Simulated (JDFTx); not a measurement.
Al:

```
CELL_PARAMETERS angstrom
-1.59122 1.59122 1.59122
1.59122 -1.59122 1.59122
1.59122 1.59122 -1.59122
ATOMIC_POSITIONS crystal
Al 0.00000 0.00000 0.00000
```

This isn't the form of Al at room conditions, which is fcc.

```yaml
Program: JDFTx 1.7.0 (patched build)
Task: relaxation of cell and atoms
Functional: r2SCAN
Potentials_or_basis: SG15-PBE-1.2 with smoothed tails
Cutoff: 1088 eV
Density_cutoff: 4354 eV
k_mesh: 6 × 6 × 6
Occupations: fermi-dirac, width 0.05 eV
Spin: no spin polarisation
```

At the start: pressure 2.9 GPa; volume 16.12 Å³/atom.

Where does the relaxation end?

Over 5 steps the energy falls by 4.8 meV/atom and the volume is 16.66 Å³/atom (+3.4 %); space group Im-3m (No. 229, to 0.05 Å).

Step by step:
| step | energy change (eV) | largest force (eV/Å) | pressure (GPa) | volume (Å³) |
| --- | --- | --- | --- | --- |
| 1 | 0.0000 | 0.0000 | 2.91 | 16.12 |
| 2 | -0.0012 | 0.0000 | 2.52 | 16.18 |
| 3 | -0.0048 | 0.0000 | 0.13 | 16.63 |
| 4 | -0.0048 | 0.0000 | 0.03 | 16.65 |
| 5 | -0.0048 | 0.0000 | 0.00 | 16.66 |

Final structure:
```xyz
1
Lattice="-1.6089 1.6089 1.6089 1.6089 -1.6089 1.6089 1.6089 1.6089 -1.6089" Properties=species:S:1:pos:R:3 pbc="T T T"
Al    0.0000    0.0000    0.0000
```

Caveat: the k mesh is coarse (spacing up to 0.47 Å⁻¹), so the values aren't converged; meta-GGA forces are noisy on this grid; the potentials were made for another functional, which shifts forces and pressure.
